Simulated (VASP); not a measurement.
Set up this calculation in VASP 6.6.1, as the native input.

| Property | Result |
| --- | --- |
| Task | relaxation of cell and atoms |
| Functional | r2SCAN |
| Potentials or basis | VASP PAW PBE potentials, release 64 (Ti_sv, Se) |
| Cutoff | 600 eV |
| k mesh | 12 × 12 × 6 |
| Occupations | methfessel-paxton, width 0.1 eV |
| Spin | no spin polarisation |
| Further INCAR settings | ALGO = Normal; EDIFF = 1e-06; IBRION = 2; EDIFFG = -0.01; NSW = 90; ISIF = 3 |

The structure of TiSe2 lies in POSCAR:

```
TiSe2
1.0
    3.5360000000      0.0000000000      0.0000000000
   -1.7680000000      3.0622658278      0.0000000000
    0.0000000000      0.0000000000      6.0040000000
Ti Se
1 2
Direct
    0.0000000000      0.0000000000      0.0000000000
    0.3333333333      0.6666666667      0.2552000000
    0.6666666667      0.3333333333      0.7448000000
```

One way to write it, as run:

INCAR

```
SYSTEM = TiSe2
PREC     = Accurate       ! precision mode
ENCUT    = 600            ! plane-wave cutoff, eV
EDIFF    = 1E-6           ! SCF threshold, eV
ISMEAR   = 1              ! smearing method
SIGMA    = 0.1            ! smearing width, eV
LREAL    = .FALSE.        ! projectors in reciprocal space
LASPH    = .TRUE.         ! aspherical terms in the spheres
NELM     = 80             ! most SCF steps
ALGO     = Normal         ! electronic algorithm
ISIF     = 3              ! what is computed and relaxed
LWAVE    = .FALSE.        ! write WAVECAR
LCHARG   = .FALSE.        ! write CHGCAR
METAGGA  = R2SCAN         ! meta-GGA
LMIXTAU  = .TRUE.       
IBRION   = 2              ! ionic algorithm
NSW      = 90             ! ionic steps
EDIFFG   = -0.01          ! ionic threshold
```

KPOINTS

```
regular mesh
0
G
  12 12 6
  0 0 0
```

Potentials or basis: VASP PAW PBE potentials, release 64 (Ti_sv, Se).

Command:

```console
$ cat potpaw_PBE.64/Ti_sv/POTCAR potpaw_PBE.64/Se/POTCAR > POTCAR
$ mpirun -np 1 vasp_std > vasp.out
```

Results of the run:

| Item | Value |
| --- | --- |
| Relaxed volume | 23.15 Å³/atom |
| Relaxed cell | a = 3.562 Å, b = 3.562 Å, c = 6.321 Å, α = 90.00°, β = 90.00°, γ = 120.00° |
| Space group after relaxing (to 0.05 Å) | P-3m1 (No. 164) |
| Energy gained by relaxing | 8.0 meV/atom |
| Ionic steps | 12 |
| Pressure after relaxing | 0.0 GPa |
| Band gap on the k mesh | none (metal or under the smearing width) |

Caveat: the PAW data sets were made with another functional, which shifts forces and pressure a little.

It took 22 min on 1 thread of Intel(R) Xeon(R) 6975P-C (Granite Rapids), with other jobs on the host, peak memory 0.31 GiB.
